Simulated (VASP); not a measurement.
## From an Ansatz input to VASP: TePb (strained rocksalt)

Ansatz input

```yaml
crystal:
  lattice:
    - [0.0, 3.2841760309, 3.2841760309]
    - [3.2841760309, 0.0, 3.2841760309]
    - [3.2841760309, 3.2841760309, 0.0]
  atoms:
    - { symbol: Pb, position: [0.0, 0.0, 0.0] }
    - { symbol: Te, position: [0.5, 0.5, 0.5] }
kpoints:
  mp_grid: { grid: [6, 6, 6] }
  band_path:
    path:
      - [0.0, 0.0, 0.0]
      - [0.5, 0.0, 0.5]
      - [0.625, 0.25, 0.625]
      - [0.375, 0.375, 0.75]
      - [0.5, 0.5, 0.5]
      - [0.5, 0.25, 0.75]
    npoints: 1
hamiltonian:
  xc: pbe
scf:
  occupations: { method: fermi_dirac, width: 0.02 }
  n_extra_bands: 4
output:
  forces: true
  stress: true
  eigenvalues: true
```

Write VASP inputs for this cell and level of theory.



INCAR

```
LREAL = .FALSE.
LWAVE = .FALSE.
SIGMA = 0.02
ISMEAR = -1
NBANDS = 17
LCHARG = .FALSE.
IBRION = -1
ENCUT = 520
NSW = 0
LASPH = .TRUE.
GGA = PE
EDIFF = 1E-7
PREC = Accurate
NELM = 120
ISIF = 2
```

KPOINTS

```
KPOINTS created by Atomic Simulation Environment
0
Gamma
6 6 6
0 0 0
```

KPOINTS_OPT

```
special points
6
Reciprocal
0.0000000000 0.0000000000 0.0000000000 1
0.5000000000 0.0000000000 0.5000000000 1
0.6250000000 0.2500000000 0.6250000000 1
0.3750000000 0.3750000000 0.7500000000 1
0.5000000000 0.5000000000 0.5000000000 1
0.5000000000 0.2500000000 0.7500000000 1
```

POSCAR

```
Pb Te
 1.0000000000000000
     0.0000000000000000    3.2841760308999999    3.2841760308999999
     3.2841760308999999    0.0000000000000000    3.2841760308999999
     3.2841760308999999    3.2841760308999999    0.0000000000000000
 Pb  Te
   1   1
Cartesian
  0.0000000000000000  0.0000000000000000  0.0000000000000000
  3.2841760308999994  3.2841760308999994  3.2841760308999994
```

VASP ran with the recommended PBE PAW datasets (20 valence electrons in the cell). Other inputs would serve too.

```
                            Ansatz     VASP
gap between bands v and c  0.83 eV  0.83 eV
         least direct gap  0.83 eV  0.83 eV
                 pressure  0.0 GPa  0.0 GPa
```

Datasets and cutoffs are each program's own. VASP's cell holds 20 valence electrons and Ansatz's 30. Ansatz's stress includes a Pulay correction; VASP's doesn't.
